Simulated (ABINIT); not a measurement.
# Ge (Cmmm) in ABINIT: band structure with PBEsol

Aim: the band structure of Ge with PBEsol.

All numbers are computed with ABINIT 10.8.3 (patched build); they aren't measurements. Logs are shortened: lines on timing, memory, paths and dates and some standing lists are left out, and cuts for length are marked. The log counts tension as positive stress, the text compression.

**1. Starting point**

Symmetry: Cmmm, No. 65, orthorhombic system. Conventional cell: a = 2.794 Å, b = 5.201 Å, c = 2.698 Å, α = 90.00°, β = 90.00°, γ = 90.00°. Ge (site symmetry mmm) has 8 Ge at 2.70 to 2.95 Å as nearest neighbours.

This isn't the form of Ge at room conditions, which is diamond.

**2. Band structure, PBEsol**

File run.abi:

```
# Datasets: ground state, then fixed potential
ndtset 2

# Pseudopotentials
pp_dirpath "./"
pseudos "Ge.upf"

# Structure
acell 2.952068562 2.952068562 2.698231 Angstrom
rprim
     0.4732779645    -0.8809131446     0.0000000000
     0.4732779645     0.8809131446     0.0000000000
     0.0000000000     0.0000000000     1.0000000000
ntypat 1
znucl 32
natom 1
typat 1
xcart
     2.6402289653     0.0000000000     0.0000000000
chkprim 0
chksymtnons 0
tolsym 1.0e-6

# Plane-wave basis
ecut 39.0

# Exchange and correlation
ixc -116133

# Bands and occupations
occopt 3
tsmear 0.05 eV

# SCF cycle
nstep 100

# Output
iomode 3
prtwf 0
prteig 0
prtebands 0
prtden1 1

# Dataset 1
kptopt1 1
ngkpt1 11 11 10
nshiftk1 1
shiftk1 0.0 0.0 0.0
nband1 11
tolvrs1 1.0e-10

# Dataset 2: bands along G-X-S-R-A-Z-G-Y-X1-A1-T-Y
iscf2 -2
getden2 1
nband2 17
nbdbuf2 4
tolwfr2 1.0e-11
kptopt2 -11
ndivsm2 8
prteig2 1
kptbounds2
     0.0000000000     0.0000000000     0.0000000000
     0.3221616403     0.3221616403     0.0000000000
     0.0000000000     0.5000000000     0.0000000000
     0.0000000000     0.5000000000     0.5000000000
     0.3221616403     0.3221616403     0.5000000000
     0.0000000000     0.0000000000     0.5000000000
     0.0000000000     0.0000000000     0.0000000000
    -0.5000000000     0.5000000000     0.0000000000
    -0.3221616403     0.6778383597     0.0000000000
    -0.3221616403     0.6778383597     0.5000000000
    -0.5000000000     0.5000000000     0.5000000000
    -0.5000000000     0.5000000000     0.0000000000
```

Potentials or basis: PseudoDojo NC SR PBEsol v0.4.1 standard.

Command:

```
$ abinit run.abi > log 2>&1
```

run.abo:

```text
.Version 10.8.3 of ABINIT
 DATASET    1 : space group Cm m m (# 65); Bravais oC (1-face-center ortho.)
================================================================================
 Values of the parameters that define the memory need for DATASET  1.
     intxc =       0    ionmov =       0      iscf =       7    lmnmax =       6
     lnmax =       6     mgfft =      32  mpssoang =       3    mqgrid =    3001
     natom =       1  nloc_mem =       1    nspden =       1   nspinor =       1
    nsppol =       1      nsym =       8    n1xccc =    2501    ntypat =       1
    occopt =       3   xclevel =       2
       mpw =        1562          nfft =       30720          nkpt =         216
================================================================================
================================================================================

 DATASET    2 : space group Cm m m (# 65); Bravais oC (1-face-center ortho.)
================================================================================
 Values of the parameters that define the memory need for DATASET  2.
     intxc =       0    ionmov =       0      iscf =      -2    lmnmax =       6
     lnmax =       6     mgfft =      32  mpssoang =       3    mqgrid =    3001
     natom =       1  nloc_mem =       1    nspden =       1   nspinor =       1
    nsppol =       1      nsym =       8    n1xccc =    2501    ntypat =       1
    occopt =       3   xclevel =       2
       mpw =        1566          nfft =       30720          nkpt =         139
================================================================================
================================================================================

--------------------------------------------------------------------------------
------------- Echo of variables that govern the present computation ------------
--------------------------------------------------------------------------------
 -outvars: echo values of preprocessed input variables --------
            acell      5.5786010871E+00  5.5786010871E+00  5.0989176144E+00 Bohr
              amu      7.26100000E+01
          chkprim           0
      chksymtnons           0
             ecut      3.90000000E+01 Hartree
           getden1          0
           getden2          1
             iscf1          7
             iscf2         -2
                       outvar_i_n : Printing only first  50 k-points.
              ixc     -116133
           jdtset        1    2
                       outvar_i_n : Printing only first  50 k-points.
           kptopt1          1
           kptopt2        -11
         kptrlatt       11    0    0      0   11    0      0    0   10
          kptrlen1     5.09891761E+01
          kptrlen2     3.00000000E+01
            natom           1
            nband1         11
            nband2         17
           nbdbuf1          0
           nbdbuf2          4
           ndtset           2
           ndivsm1          0
           ndivsm2          8
            ngfft          32      32      30
             nkpt1        216
             nkpt2        139
            nstep         100
             nsym           8
           ntypat           1
                       prtocc : prtvol=0, do not print more k-points.
           occopt           3
        prtebands           0
           prteig1          0
           prteig2          1
            prtwf           0
            rprim      4.7327796450E-01 -8.8091314460E-01  0.0000000000E+00
                       4.7327796450E-01  8.8091314460E-01  0.0000000000E+00
                       0.0000000000E+00  0.0000000000E+00  1.0000000000E+00
           shiftk1     0.00000000E+00  0.00000000E+00  0.00000000E+00
           shiftk2     5.00000000E-01  5.00000000E-01  5.00000000E-01
          spgroup          65
           tolsym      1.00000000E-06
           tolvrs1     1.00000000E-10
           tolvrs2     0.00000000E+00
           tolwfr1     0.00000000E+00
           tolwfr2     1.00000000E-11
           tsmear      1.83746611E-03 Hartree
            typat      1
                       outvars : Printing only first  50 k-points.
           xangst      1.3971489991E+00 -1.9856811182E-17  0.0000000000E+00
            xcart      2.6402289653E+00 -3.7523934868E-17  0.0000000000E+00
             xred      4.9999999963E-01  4.9999999963E-01  0.0000000000E+00
[... 168 lines left out ...]
 Unit cell volume ucvol=  1.3231466E+02 bohr^3
 Angles (23,13,12)=  9.00000000E+01  9.00000000E+01  1.23505425E+02 degrees

 getcut: wavevector=  0.0000  0.0000  0.0000  ngfft=  32  32  30
         ecut(hartree)=     39.000   => boxcut(ratio)=   2.04062
--------------------------------------------------------------------------------

================================================================================
 Non-SCF case, kpt    1 (  0.00000  0.00000  0.00000), residuals and eigenvalues=
  3.46E-12  2.72E-12  1.20E-12  2.07E-12  2.40E-12  2.80E-12  8.74E-12  9.33E-12
  1.35E-12  9.59E-12  3.00E-12  2.55E-12  1.99E-12  3.89E-12  1.13E-04  4.53E-04
  1.31E-05
 -7.2537E-01 -7.2322E-01 -7.2136E-01 -7.1767E-01 -7.1698E-01 -2.8935E-01
  4.2843E-01  4.4559E-01  5.0097E-01  5.5546E-01  6.3973E-01  7.2715E-01
  7.3098E-01  7.5573E-01  1.2611E+00  1.2764E+00  1.2822E+00
 Non-SCF case, kpt    2 (  0.01895  0.01895  0.00000), residuals and eigenvalues=
  4.16E-12  2.54E-12  8.69E-12  2.04E-12  2.01E-12  8.34E-12  6.29E-12  5.53E-12
  3.98E-12  2.52E-12  5.01E-12  9.59E-12  2.24E-12  6.05E-12  1.95E-05  2.46E-03
  1.21E-03
 -7.2533E-01 -7.2316E-01 -7.2138E-01 -7.1767E-01 -7.1701E-01 -2.8835E-01
  4.2940E-01  4.4446E-01  4.8718E-01  5.5954E-01  6.4179E-01  6.9750E-01
  7.3816E-01  7.9336E-01  1.2568E+00  1.2630E+00  1.2823E+00
[... 945 lines left out ...]
 Non-SCF case, kpt  138 ( -0.50000  0.50000  0.03571), residuals and eigenvalues=
  4.38E-12  1.78E-12  3.17E-12  2.61E-12  1.76E-12  3.41E-12  2.73E-12  7.41E-12
  2.00E-12  6.15E-12  3.20E-12  8.78E-12  7.86E-12  2.11E-06  1.25E-06  7.53E-04
  1.31E-04
 -7.2519E-01 -7.2176E-01 -7.1918E-01 -7.1821E-01 -7.1730E-01 -1.3399E-01
 -1.8224E-02  3.7622E-01  5.1384E-01  5.3951E-01  7.3101E-01  7.7225E-01
  8.3630E-01  1.1437E+00  1.1836E+00  1.2325E+00  1.2432E+00
 Non-SCF case, kpt  139 ( -0.50000  0.50000  0.00000), residuals and eigenvalues=
  6.70E-12  3.64E-12  3.80E-12  1.93E-12  5.94E-12  8.82E-12  8.24E-12  8.98E-13
  2.19E-12  8.60E-12  8.92E-12  2.52E-12  2.92E-12  1.16E-04  2.39E-05  1.40E-05
  3.46E-04
 -7.2523E-01 -7.2182E-01 -7.1914E-01 -7.1821E-01 -7.1727E-01 -1.3490E-01
 -1.9135E-02  3.7533E-01  5.1784E-01  5.4607E-01  7.5942E-01  7.7923E-01
  7.8613E-01  1.1882E+00  1.2012E+00  1.2099E+00  1.2306E+00

--- !ResultsGS
iteration_state: {dtset: 2, }
comment   : Summary of ground state results
lattice_vectors:
- [  2.6402290,  -4.9142630,   0.0000000, ]
- [  2.6402290,   4.9142630,   0.0000000, ]
- [  0.0000000,   0.0000000,   5.0989176, ]
lattice_lengths: [   5.57860,    5.57860,    5.09892, ]
lattice_angles: [ 90.000,  90.000, 123.505, ] # degrees, (23, 13, 12)
lattice_volume:   1.3231466E+02
convergence: {deltae:  0.000E+00, res2:  0.000E+00, residm:  9.979E-12, diffor:  0.000E+00, }
etotal    :  -8.91943058E+01
entropy   :   0.00000000E+00
fermie    :   1.82356697E-01
cartesian_stress_tensor: null
pressure_GPa: null
xred      :
- [  5.0000E-01,   5.0000E-01,   0.0000E+00, Ge]
cartesian_forces: null
force_length_stats: {min: null, max: null, mean: null, }
...

 Integrated electronic density in atomic spheres:
 ------------------------------------------------
 Atom  Sphere_radius  Integrated_density
    1        2.00000         11.45863252
================================================================================

 ----iterations are completed or convergence reached----

 Mean square residual over all n,k,spin=   44.114E-13; max=  99.788E-13
 reduced coordinates (array xred) for    1 atoms
       0.499999999630      0.499999999630      0.000000000000

 cartesian coordinates (angstrom) at end:
    1      1.39714899905493    -0.00000000000000     0.00000000000000
 length scales=  5.578601087082  5.578601087082  5.098917614434 bohr
              =  2.952068562000  2.952068562000  2.698231000000 angstroms
 Eigenvalues (hartree) for nkpt= 139  k points:
 kpt#   1, nband= 17, wtk=  1.00000, kpt=  0.0000  0.0000  0.0000 (reduced coord)
  -0.72537   -0.72322   -0.72136   -0.71767   -0.71698   -0.28935    0.42843    0.44559
   0.50097    0.55546    0.63973    0.72715    0.73098    0.75573    1.26108    1.27644
   1.28223
 kpt#   2, nband= 17, wtk=  1.00000, kpt=  0.0190  0.0190  0.0000 (reduced coord)
  -0.72533   -0.72316   -0.72138   -0.71767   -0.71701   -0.28835    0.42940    0.44446
   0.48718    0.55954    0.64179    0.69750    0.73816    0.79336    1.25678    1.26302
   1.28231
 kpt#   3, nband= 17, wtk=  1.00000, kpt=  0.0379  0.0379  0.0000 (reduced coord)
  -0.72524   -0.72298   -0.72144   -0.71768   -0.71708   -0.28536    0.43232    0.44059
   0.45613    0.56632    0.64638    0.65947    0.76789    0.84431    1.21826    1.25743
   1.28218
 kpt#   4, nband= 17, wtk=  1.00000, kpt=  0.0569  0.0569  0.0000 (reduced coord)
  -0.72510   -0.72269   -0.72153   -0.71769   -0.71720   -0.28037    0.41837    0.43263
   0.43715    0.57325    0.62813    0.65205    0.80963    0.89867    1.17580    1.24597
   1.26584
 kpt#   5, nband= 17, wtk=  1.00000, kpt=  0.0758  0.0758  0.0000 (reduced coord)
[... 525 lines left out ...]
   0.45861    0.53621    0.63392    0.84825    0.94899    1.04882    1.09978    1.23828
   1.25211
 kpt# 137, nband= 17, wtk=  1.00000, kpt= -0.5000  0.5000  0.0714 (reduced coord)
  -0.72506   -0.72157   -0.71930   -0.71820   -0.71739   -0.13124   -0.01550    0.37887
   0.49324    0.53416    0.68148    0.80491    0.89167    1.09537    1.14190    1.23306
   1.24702
 kpt# 138, nband= 17, wtk=  1.00000, kpt= -0.5000  0.5000  0.0357 (reduced coord)
  -0.72519   -0.72176   -0.71918   -0.71821   -0.71730   -0.13399   -0.01822    0.37622
   0.51384    0.53951    0.73101    0.77225    0.83630    1.14373    1.18356    1.23251
   1.24321
 kpt# 139, nband= 17, wtk=  1.00000, kpt= -0.5000  0.5000  0.0000 (reduced coord)
  -0.72523   -0.72182   -0.71914   -0.71821   -0.71727   -0.13490   -0.01913    0.37533
   0.51784    0.54607    0.75942    0.77923    0.78613    1.18824    1.20124    1.20987
   1.23065

== END DATASET(S) ==============================================================
================================================================================

 -outvars: echo values of variables after computation  --------
            acell      5.5786010871E+00  5.5786010871E+00  5.0989176144E+00 Bohr
           etotal1    -8.9194305830E+01
            fcart1    -0.0000000000E+00 -0.0000000000E+00 -0.0000000000E+00
            rprim      4.7327796450E-01 -8.8091314460E-01  0.0000000000E+00
                       4.7327796450E-01  8.8091314460E-01  0.0000000000E+00
                       0.0000000000E+00  0.0000000000E+00  1.0000000000E+00
           strten1     9.0582540854E-05  1.9782377476E-04  1.2403820866E-04
                       0.0000000000E+00  0.0000000000E+00  0.0000000000E+00
           xangst      1.3971489991E+00 -1.9856811182E-17  0.0000000000E+00
             xred      4.9999999963E-01  4.9999999963E-01  0.0000000000E+00
 Calculation completed.
```

Wall time 1.7 min (1 thread of Arm Neoverse V2, shared host); peak memory 0.12 GiB.

Results:

```yaml
Free_energy: -2427.1007 eV
Pressure: -4.0 GPa
Band_gap_on_the_k_mesh: none (metal or under the smearing width)
Valence_electrons_inside_the_program's_atomic_spheres: Ge 11.46 (radii [1.0584] Å)
```

Levels at the corners of the path, in eV from the Fermi level:
```
point  band 3  band 4  band 5  band 6  band 7  band 8  band 9  band 10  band 11  band 12
    Γ  -24.59  -24.49  -24.47  -12.84    6.70    7.16    8.67    10.15    12.45    14.82
    X  -24.55  -24.52  -24.52   -7.00   -3.52   -2.97   11.06    16.60    17.30    18.21
    S  -24.53  -24.50  -24.49   -7.77   -5.27    3.48    7.46    10.56    16.47    16.55
    R  -24.57  -24.49  -24.40   -3.62   -2.20   -1.56    3.64     6.35    11.59    13.11
    A  -24.57  -24.54  -24.41   -2.73   -0.98   -0.45    0.16     5.25     5.56    20.80
    Z  -24.56  -24.54  -24.50   -9.06   -5.66    9.97   11.47    15.93    16.19    17.16
    Γ  -24.59  -24.49  -24.47  -12.84    6.70    7.16    8.67    10.15    12.45    14.82
    Y  -24.53  -24.51  -24.48   -8.63   -5.48    5.25    9.13     9.90    15.70    16.24
   X1  -24.55  -24.52  -24.52   -7.00   -3.52   -2.97   11.06    16.60    17.30    18.21
   A1  -24.57  -24.54  -24.41   -2.73   -0.98   -0.45    0.16     5.25     5.56    20.80
    T  -24.55  -24.50  -24.42   -4.59   -2.36   -2.20    3.25     8.13    13.38    14.90
    Y  -24.53  -24.51  -24.48   -8.63   -5.48    5.25    9.13     9.90    15.70    16.24
```

**3. The reference run**

An earlier run on the cell as given: functional PBE; potentials or basis JTH PAW PBE v2.0; cutoff 599 eV; k mesh 11 × 11 × 10; occupations fermi-dirac, width 0.05 eV; no spin polarisation.

- Pressure: -1.0 GPa
- Band gap on the k mesh: none (metal or under the smearing width)
- Valence electrons inside the program's atomic spheres: Ge 12.19 (radii [1.2196] Å)
